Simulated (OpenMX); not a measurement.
Write the native input for OpenMX 3.8.5 that does the following.

```
Task                : single point
Functional          : PBE
Potentials or basis : OpenMX 2013 PBE set, Ni6.0H-s3p2d2, Si7.0-s2p2d1, grid cutoff 500 Ry
k mesh              : 9 × 9 × 9
Occupations         : fermi-dirac, width 0.05 eV
Spin                : collinear spin, ferromagnetic start
Starting moments    : [1.0, 0.0, 0.0] μB
Mixing scheme       : rmm-diisk
SCF threshold       : 1e-08 Ha
Solver              : band
Max SCF cycles      : 160
```

Si2Ni:

```
Ni Si
1.0
     0.00000    2.70300    2.70300
     2.70300    0.00000    2.70300
     2.70300    2.70300    0.00000
Ni Si
1 2
Direct
  0.00493 0.00989 0.99540
  0.75332 0.75088 0.76642
  0.24470 0.25296 0.25518
```

The cell isn't the ideal one: atoms moved at random, drawn with an rms of 0.05 Å.

One way to write it, as run:

Si2Ni.dat

```
System.CurrrentDirectory             ./
System.Name                          Si2Ni
DATA.PATH                            ./DFT_DATA13
level.of.stdout                      1
level.of.fileout                     0
Species.Number                       2
<Definition.of.Atomic.Species
  Ni  Ni6.0H-s3p2d2          Ni_PBE13H
  Si  Si7.0-s2p2d1           Si_PBE13
Definition.of.Atomic.Species>

Atoms.Number                         3
Atoms.SpeciesAndCoordinates.Unit     FRAC
<Atoms.SpeciesAndCoordinates
    1  Ni    0.0049260000    0.0098940000   -0.0046020000   9.500  8.500
    2  Si    0.7533160000    0.7508790000    0.7664170000   2.000  2.000
    3  Si    0.2446960000    0.2529610000    0.2551780000   2.000  2.000
Atoms.SpeciesAndCoordinates>

Atoms.UnitVectors.Unit               Ang
<Atoms.UnitVectors
     0.0000000000    2.7030000000    2.7030000000
     2.7030000000    0.0000000000    2.7030000000
     2.7030000000    2.7030000000    0.0000000000
Atoms.UnitVectors>

scf.XcType                           GGA-PBE
scf.SpinPolarization                 on
scf.ElectronicTemperature            580.226
scf.energycutoff                     500.0
scf.maxIter                          160
scf.EigenvalueSolver                 band
scf.Kgrid                            9 9 9
scf.Mixing.Type                      rmm-diisk
scf.Init.Mixing.Weight               0.01
scf.Min.Mixing.Weight                0.001
scf.Max.Mixing.Weight                0.2
scf.Mixing.History                   40
scf.Mixing.StartPulay                15
scf.criterion                        1.0e-8
scf.stress.tensor                    on
MD.Type                              nomd
```

Potentials or basis: OpenMX 2013 PBE set, Ni6.0H-s3p2d2, Si7.0-s2p2d1, grid cutoff 500 Ry.

The run is started by

```bash
$ openmx Si2Ni.dat -nt 1 > Si2Ni.std
```

Results of the run:

| Quantity | Value |
| --- | --- |
| Pressure | 7.4 GPa |
| Largest force | 0.484 eV/Å |
| Band gap on the k mesh | none (metal or under the smearing width) |
| Net moment | 0.00 μB per cell |
| Mulliken charges | Ni -0.39; Si +0.20 e |

Caveat: Mulliken charges move with the basis; the basis of atomic orbitals isn't converged, which shifts pressures, moduli and gaps.

Run time: 4.8 min on 1 thread of Arm Neoverse V1, on a shared host, peak memory 1 GiB.
